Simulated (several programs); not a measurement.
What each method gives for BN (zincblende)

Measured values to be reproduced:
- bulk modulus: 395 GPa (isothermal B0, Vinet fit; 300 K; “Effect of nanostructuration on compressibility of cubic BN”; literature value for micron-sized crystals, from another study; 2012; arxiv:1208.3664)
- volume: 5.906 Å³ an atom (from the lattice constants; a at ambient conditions; 295 K; “Equation of state of cubic boron nitride at high pressures and temperatures”; 2007; arxiv:cond-mat/0702656)

Zincblende BN, relaxed with r2SCAN in Ansatz, was computed with several methods. The symmetry is F-43m (No. 216, cubic); a = 3.610 Å in the conventional setting, 5.88 Å³ an atom. Around B lie 4 N at 1.56 Å; around N lie 4 B at 1.56 Å. Calculated for a static, non-magnetic cell.

```xyz
2
Lattice="0.0000 1.8048 1.8048 1.8048 0.0000 1.8048 1.8048 1.8048 0.0000" Properties=species:S:1:pos:R:3 pbc="T T T"
B     0.0000    0.0000    0.0000
N     0.9024    0.9024    0.9024
```

Gaps and times are for a single point on this cell; volume and bulk modulus come from each method's own relaxation or energy curve at fixed shape. Times are rough, from shared hosts (Arm Neoverse V2; Intel Xeon Platinum 8488C; NVIDIA H100 80GB HBM3), and each method has its own mesh and cell size. Gaps from k meshes are read at a limited set of points (mesh, symmetry points, PBE's band edges), so each method's own least gap may be somewhat smaller. Force fields have no electrons; where one was fitted to this phase, its volume and modulus reflect the fit. Minimal bases can be far off for gaps. Times of the plane-wave ladder aren't listed, since it ran on unlike processors and cards. GLLB-SC's gap includes the derivative discontinuity. G0W0 is at finite bands, cutoff and mesh. d marks a direct gap, i an indirect one (no mark: not told apart), a dash a value that wasn't computed or didn't pass its checks.

```tsv
method	kind	gap (eV)	own volume (Å³/atom)	bulk modulus (GPa)	atoms computed	processor time
PBEsol	semilocal	–	5.86	–	2	–
BN.extep (LAMMPS)	force field	–	5.63	402	2	0.11 s
BNC.tersoff (LAMMPS)	force field	–	5.33	466	2	0.12 s
light PBE (260 eV and a coarse mesh)	light plane-wave	4.40 i	–	–	2	0.32 s
non-self-consistent DFTB (CP2K)	tight binding	9.57 d	–	–	2	0.67 s
PBE	semilocal	4.48 i	5.95	372	2	–
LDA	semilocal	4.37 i	5.74	–	2	–
r2SCAN	semilocal	5.00 i	5.88	392	2	–
GLLB-SC (GPAW)	model potential	5.88	–	–	2	2.9 s
G0W0@LDA (140 eV screening cutoff)	many-body	5.97	–	–	2	–
PBE/single zeta (GPAW)	small basis	6.48 i	–	–	2	7.7 s
PBE/SZV (CP2K)	small basis	8.49 i	6.19	365	2	8.5 s
PBE/DZVP (CP2K)	small basis	4.54 i	5.97	366	2	21 s
HSE06	hybrid	5.79 i	5.81	–	2	–
PBE0	hybrid	6.56 i	–	–	2	–
Hartree-Fock	exact exchange	13.73 i	–	–	2	–
G0W0@r2SCAN (180 eV screening cutoff)	many-body	6.28	–	–	2	–
r2SCAN0	hybrid	6.89 i	–	–	2	–
DDH-PBE0	hybrid	6.28 i	–	–	2	–
G0W0@PBE0 (180 eV screening cutoff)	many-body	6.73	–	–	2	–
G0W0@PBE (260 eV screening cutoff)	many-body	6.19	–	–	2	–
G0W0@HSE06 (180 eV screening cutoff)	many-body	6.57	–	–	2	–
```

Against HSE06 (5.79 eV) and with closed or daggered gaps left aside, the nearest gap at the points sampled is that of GLLB-SC (GPAW) (+0.09 eV) and the farthest that of Hartree-Fock (+7.94 eV). HSE06 is only a yardstick of convenience: for gaps this wide it usually falls short of measured ones, so a larger value can be the better one.

Volumes against r2SCAN's: PBEsol -0.3 %, BN.extep (LAMMPS) -4.3 %, BNC.tersoff (LAMMPS) -9.3 %, PBE +1.2 %, LDA -2.4 %, PBE/SZV (CP2K) +5.3 %, PBE/DZVP (CP2K) +1.6 %, HSE06 -1.1 %.

Comparison with experiment:
- Bulk modulus, measured 395 GPa: BN.extep (LAMMPS) +1.8 %, BNC.tersoff (LAMMPS) +18.0 %, PBE -5.9 %, r2SCAN -0.8 %, PBE/SZV (CP2K) -7.5 %, PBE/DZVP (CP2K) -7.4 %.
- Volume, measured 5.906 Å³ an atom: PBEsol -0.8 %, BN.extep (LAMMPS) -4.7 %, BNC.tersoff (LAMMPS) -9.7 %, PBE +0.8 %, LDA -2.8 %, r2SCAN -0.5 %, PBE/SZV (CP2K) +4.8 %, PBE/DZVP (CP2K) +1.2 %, HSE06 -1.6 %.
The calculations are for a static lattice; samples hold vibrations, temperature and, in optical gaps, excitons. A measured value is shown where most reports agree with it, and only for the quantities listed.
